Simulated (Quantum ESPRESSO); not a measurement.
**CuO: equation of state with LDA**

Crystal: CuO.

```
Cu O
1.0
     3.28802    0.00000    0.00000
    -1.64401    2.84751    0.00000
     0.00000    0.00000    5.38502
Cu O
2 2
Direct
  0.66667 0.33333 0.00000
  0.33333 0.66667 0.50000
  0.66667 0.33333 0.62520
  0.33333 0.66667 0.12520
```

Measurements of this composition are mostly on another form, of space group No. 15.

```yaml
Program: Quantum ESPRESSO 7.5
Task: equation of state
Functional: LDA
Potentials_or_basis: GBRV 1.5 LDA
Cutoff: 762 eV
Density_cutoff: 6095 eV
k_mesh: 9 × 9 × 5
Occupations: fermi-dirac, width 0.05 eV
Spin: no spin polarisation
```

```
Equilibrium volume                        : 10.72 Å³/atom (rough: see the caveat)
Bulk modulus at fixed shape and positions : 175 GPa (rough)
```

Energy against volume, from the lowest point:
```tsv
volume (Å³/atom)	energy (meV/atom)
11.848	0.00
12.100	23.62
12.352	50.36
12.605	79.79
12.857	111.63
13.109	145.50
13.361	181.16
```

All runs of the series together: 11 min on 1 thread of Intel(R) Xeon(R) Processor @ 2.70GHz, with other jobs on the host.

Caveat: the minimum lies outside the volumes run; the cell was scaled at fixed shape and fractional positions, which overstates the stiffness of a crystal with free parameters, most of all of layers and chains; the run has no spin polarisation, though such a crystal can be magnetic.
